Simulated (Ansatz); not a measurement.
**Elastic constants of Si (Fd-3m), step by step**

```xyz
2
Lattice="0.0000 2.7168 2.7168 2.7168 0.0000 2.7168 2.7168 2.7168 0.0000" Properties=species:S:1:pos:R:3 pbc="T T T"
Si    1.3584    1.3584    1.3584
Si    0.0000    0.0000    0.0000
```

Level of theory, where no other is named: PBEsol, all-electron LAPW in Ansatz 0.2.0, scalar-relativistic. k mesh 8×8×8, fixed occupations, basis error target 1 meV/atom. The cell was relaxed by PAW under this functional.

The cell is cubic and carries a residual pressure of -0.04 GPa at this level. Each strain component that symmetry leaves independent is applied at ±0.008 and ±0.016, the ions relax wherever a strain frees them, and the stress (tension positive, GPa) is read. Shears are engineering strains, γ = 2ε.

```tsv
strain	size	σxx	σyy	σzz	σyz	σxz	σxy
xx	-0.016	-2.4998	-1.0200	-1.0200	0.0000	0.0000	0.0000
xx	-0.008	-1.2223	-0.4737	-0.4737	0.0000	0.0000	0.0000
xx	+0.008	1.2828	0.5191	0.5191	0.0000	0.0000	0.0000
xx	+0.016	2.5086	0.9681	0.9681	0.0000	0.0000	0.0000
yz	-0.016	0.0467	0.0283	0.0283	-1.1782	0.0000	0.0000
yz	-0.008	0.0408	0.0362	0.0362	-0.5890	0.0000	0.0000
yz	+0.008	0.0408	0.0362	0.0362	0.5890	0.0000	0.0000
yz	+0.016	0.0467	0.0283	0.0283	1.1782	0.0000	0.0000
```

The slope is [8(σ(+δ) − σ(−δ)) − (σ(+2δ) − σ(−2δ))]/(12δ), and the program imposes the crystal's symmetry on the matrix.

Question: What are the independent elastic constants?

Answer: C11 = 156.6, C12 = 62.0, C44 = 73.6 GPa.

Question: Do they meet the Born conditions?

Answer: C11 − C12 = 94.6, C11 + 2C12 = 280.6 and C44 = 73.6 GPa must all be positive, so the crystal is elastically stable; that says nothing yet of its phonons.

Question: What moduli does a random aggregate of grains have?

Answer: B = (C11 + 2C12)/3 = 93.5 GPa. G_V = (C11 − C12 + 3C44)/5 = 63.1 and G_R = 5(C11 − C12)C44/(4C44 + 3(C11 − C12)) = 60.2, so G_H = 61.6 GPa. Then E = 9BG/(3B + G) = 151.6 GPa, ν = (3B − 2G)/(6B + 2G) = 0.230 and B/G = 1.52, on the brittle side of Pugh's 1.75 (a rule of thumb, made for metals; it doesn't predict ductility here).

Question: With the density of 2.326 g/cm³, how fast does sound travel, and what Debye temperature follows?

Answer: 

```tsv
direction	slow (m/s)	middle (m/s)	fast (m/s)
[100]	5626	5626	8205
[110]	4509	5626	8869
[111]	4910	4910	9079
```

The mean of v⁻³ over directions and branches gives v_m = 5680 m/s and θ_D = (ħ/k_B) v_m (6π²n)^(1/3) = 622 K, n being atoms per volume. Young's modulus spans 121 to 175 GPa over directions, and the universal anisotropy index is 0.24.

Question: How far do the constants move if PAW replaces LAPW in the same cell?

Answer: 

| constant | LAPW (GPa) | PAW (GPa) | difference |
| --- | --- | --- | --- |
| C11 | 156.6 | 156.8 | 0.2 |
| C12 | 62.0 | 62.5 | 0.5 |
| C44 | 73.6 | 73.6 | 0.0 |

Question: What happens at 30 GPa (cell relaxed there)?

Answer: The volume falls to 0.8123 of its value, and C11 = 255.9, C12 = 176.1, C44 = 69.2 GPa (slopes of the stress), in this structure whether or not another phase takes over.

Keep in mind: the frozen-core PAW files of the compared runs were fitted under PBE, their cores solved anew for this functional.
